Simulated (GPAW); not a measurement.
**Ce in GPAW: the effect of functional**

Ce:

```
Ce
1.0
    -1.94330    1.94330    1.94330
     1.94330   -1.94330    1.94330
     1.94330    1.94330   -1.94330
Ce
1
Direct
  0.00000 0.00000 0.00000
```

This isn't the form of Ce at room conditions, which is fcc.

Alike in all runs:

- Program: GPAW 26.7.0
- Task: band structure
- Potentials or basis: GPAW PAW data sets (gpaw-data 1.2.1)
- Cutoff: 800 eV
- Basis: pw
- k mesh: 10 × 10 × 10
- Occupations: fermi-dirac, width 0.05 eV
- Spin: collinear spin, ferromagnetic start
- Starting moments: [1.0] μB

Q: One run gave: pressure -2.8 GPa; moment 0.75 μB. Which functional did it use?
A. r2SCAN
B. SCAN
C. TPSS

A: C.

```tsv
functional	pressure (GPa)	moment (μB)
r2SCAN	-0.1	1.52
SCAN	-0.5	1.70
TPSS	-2.8	0.75
```

Caveats: one-centre terms of the f shell are cut off; the magnetic or orbital state may not be the lowest; the PAW data sets were made with another functional, which shifts forces and pressure a little.

Not every run made on this cell is shown here.
